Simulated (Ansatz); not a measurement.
System: In (fcc type), 1 atom in the cell.

Computed with PBE with spin–orbit coupling, all-electron LAPW, point nucleus (Ansatz).

k-mesh 4×4×4 Γ-centred; Fermi–Dirac smearing of 0.15 eV.

```yaml
crystal:
  lattice:
    - [0.00000, 2.39570, 2.39570]
    - [2.39570, 0.00000, 2.39570]
    - [2.39570, 2.39570, 0.00000]
  atoms:
    - { symbol: In, position: [0.00000, 0.00000, 0.00000] }
```
Lattice in Å, positions in fractions of it.

(1) Would the cell expand or shrink if it were free to relax?

Results:

(1) The pressure is 2.26 GPa, so at these settings the cell is compressed and would expand.

The k-mesh is coarse, so these values belong to this mesh and can lie far from the converged ones. This cubic structure is a model: it isn't the usual form of the substance at ambient conditions, and such phases are metastable or hypothetical.
